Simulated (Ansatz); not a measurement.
# Sr: element swaps in one structure

An exercise on one series of results from a longer session: the logs are not shown, and one member is left open.

Program: Ansatz 0.2.0. Level of theory: DFT PBEsol, scalar-relativistic, plane waves, PAW. These are calculated values, not measurements.

2 further runs of the same task are left out: 2 set aside as unsound or not needed. Runs told in other sessions of the task aren't counted.

### Starting point

It takes space group Fm-3m (No. 225, cubic). Conventional cell: a = 5.916 Å, b = 5.916 Å, c = 5.916 Å, α = 90.00°, β = 90.00°, γ = 90.00°. Sr (site symmetry m-3m) is surrounded by 12 Sr at 4.18 Å.

As a file:

```
CELL_PARAMETERS angstrom
0.00000 2.95792 2.95792
2.95792 0.00000 2.95792
2.95792 2.95792 0.00000
ATOMIC_POSITIONS crystal
Sr 0.00000 0.00000 0.00000
```

This cell was relaxed beforehand with the same method: volume 51.76 Å³/atom, gap on the mesh none (metal).

The first run:

The input, input.yaml:

```yaml
crystal:
  lattice:
    - [0.0, 1.8334813092, 1.8334813092]
    - [1.8334813092, 0.0, 1.8334813092]
    - [1.8334813092, 1.8334813092, 0.0]
  atoms:
    - { symbol: Be, position: [0.0, 0.0, 0.0] }
basis:
  ecutwfc: 420
kpoints:
  mp_grid: { grid: [8, 8, 8] }
hamiltonian:
  xc: pbesol
scf:
  occupations: { method: gaussian, width: 0.1 }
output:
  forces: true
  stress: true
  eigenvalues: true
```

Started as:

```sh
$ ansatz run input.yaml --threads 1 --pin off --max-ram 2560MiB --backend cpu --events-out ev --progress --plain --runs-dir out
```

Steps of the session up to this table: Quick check of gap, pressure and forces (Be); Rough relaxation on the coarse mesh (Be); Full relaxation (Be); Relaxation repeated (Be).

One table of the session follows, with a row left open; its other results are not shown here.

It belongs to the step «The crystals compared». Lengths are those of the vectors of the cell that was run:

```
   swap  volume (Å³/atom)  a (Å)  b (Å)  c (Å)
   none             51.76  4.183  4.183  4.183
Sr → Pb             30.02  3.488  3.488  3.488
Sr → Mg                 ?      ?      ?      ?
Sr → Sn             26.54  3.348  3.348  3.348
Sr → Fe              9.88  2.409  2.409  2.409
Sr → Ba             58.45  4.356  4.356  4.356
Sr → Be              7.79  2.226  2.226  2.226
```

Q: Estimate the row for Sr → Mg from the others.

**Answer.** volume (Å³/atom): 22.71; a (Å): 3.179; b (Å): 3.179; c (Å): 3.179. In the column «volume (Å³/atom)» it lies between Sr → Fe (9.88) and Sr → Sn (26.54).

Lengths are those of the computed cell. Rows of earlier swaps come from the sessions before.
